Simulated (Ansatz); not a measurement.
# SnS — electric field gradients

The cell is a COD entry whose atoms were relaxed with PBE, the cell held.

```
CELL_PARAMETERS angstrom
11.32000 0.00000 0.00000
0.00000 4.05000 0.00000
0.00000 0.00000 4.24200
ATOMIC_POSITIONS crystal
Sn 0.12035 0.25000 0.10796
Sn 0.37965 0.75000 0.60796
Sn 0.62035 0.25000 0.39204
Sn 0.87965 0.75000 0.89204
S 0.85167 0.25000 0.47695
S 0.64833 0.75000 0.97695
S 0.35167 0.25000 0.02305
S 0.14833 0.75000 0.52305
```

Atoms are numbered from 1 in the order listed; like atoms form one site, named after its first atom.

Method: Kohn–Sham DFT in Ansatz, LDA, plane waves and PAW, scalar-relativistic, 420 eV cutoff, Γ-centred 4×11×10 k-points, Fermi–Dirac smearing 0.02 eV.

Conventions: |V_zz| ≥ |V_yy| ≥ |V_xx|, η = (V_xx − V_yy)/V_zz, C_Q = eQV_zz/h.

³³S: I = 3/2, Q = -69.40 mb. Q values from Pyykkö, Mol. Phys. 116, 1328 (2018).

```
site  atoms (order as listed)                               first shell  V_zz (10²¹ V/m²)     η  C_Q (MHz)
  Sn               1, 2, 3, 4    3 S at 2.64–2.70 Å; also 2 S at 3.22 Å            -10.70  0.29          –
   S               5, 6, 7, 8  3 Sn at 2.64–2.70 Å; also 2 Sn at 3.22 Å             -2.88  0.09       4.83
```

Sn has no stable isotope with a ground-state quadrupole moment in the table, so no C_Q is given.

Without spin–orbit coupling (the program notes it for Sn) the gradients can shift somewhat, as the gap is small.

The run took 54 s of wall time (49 s of CPU time) and 0.9 GiB at its peak, on 1 thread of Intel Xeon Platinum 8488C (Sapphire Rapids) (x86_64; 16 cores open to the job, memory cap 3.0 GiB, no GPU), a shared host with a load of 0.3 a core.
